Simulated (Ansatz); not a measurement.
## Computed properties of PtSe2 (rutile)

All numbers come from the PAW code Ansatz. The cell comes from a prototype generator: it can be a known phase or a hypothetical one. No magnetic order is allowed.

Structure: PtSe2 in the rutile structure, at its r2SCAN minimum. It is tetragonal, P4_2/mnm (No. 136); a = 5.747 Å, c = 3.981 Å in the conventional setting, 21.91 Å³ an atom. Pt has 6 Se at 2.51–2.52 Å; Se has 3 Pt at 2.51–2.52 Å.

```xyz
6
Lattice="5.7465 0.0000 0.0000 0.0000 5.7465 0.0000 0.0000 0.0000 3.9813" Properties=species:S:1:pos:R:3 pbc="T T T"
Pt    0.0000    0.0000    0.0000
Pt    2.8733    2.8733    1.9907
Se    1.7770    1.7770    0.0000
Se    1.0963    4.6503    1.9907
Se    4.6503    1.0963    1.9907
Se    3.9695    3.9695    0.0000
```

Relaxed lattice by functional, symmetry kept:

| functional | k mesh | a (Å) | c (Å) | volume (Å³/atom) |
| --- | --- | --- | --- | --- |
| PBE | 4×4×6 | 5.801 | 4.009 | 22.48 |
| r2SCAN | 4×4×6 | 5.747 | 3.981 | 21.91 |
| PBEsol | 4×4×6 | 5.695 | 3.974 | 21.48 |
| LDA | 4×4×6 | 5.654 | 3.949 | 21.04 |

Band edges at fixed r2SCAN geometry:
```csv
level,k mesh,gap (eV),kind,edges,least direct gap (eV)
LDA,4×4×6,none (overlap 0.58),–,–,–
PBE,4×4×6,none (overlap 0.56),–,–,–
PBE+SOC,4×4×6,none (overlap 0.59),–,–,–
r2SCAN,4×4×6,none (overlap 0.54),–,–,–
```
All runs use a smearing of 0.02 eV.
Wave cutoffs: 420 eV, 500 eV (r2SCAN).
Points off the special ones are mesh points or PBE's searched band edges, reused at the other levels.

r2SCAN gives no gap: the lowest nominally empty band dips 0.54 eV below the top of the last filled one (its bottom at X–R (0.67 of the way from X), the top at Γ–X (0.20 of the way from Γ)), so the cell is a metal or semimetal at this level. With PBE+SOC the bands overlap by 0.59 eV (counted from 1, band 100 peaks at Γ–X (0.20 of the way from Γ) and band 101 bottoms out at X–R (0.67 of the way from X)): no gap.

No level opens a gap, but no hybrid is among them, and semilocal functionals can close a real gap.

Only the levels marked +SOC include spin-orbit coupling.
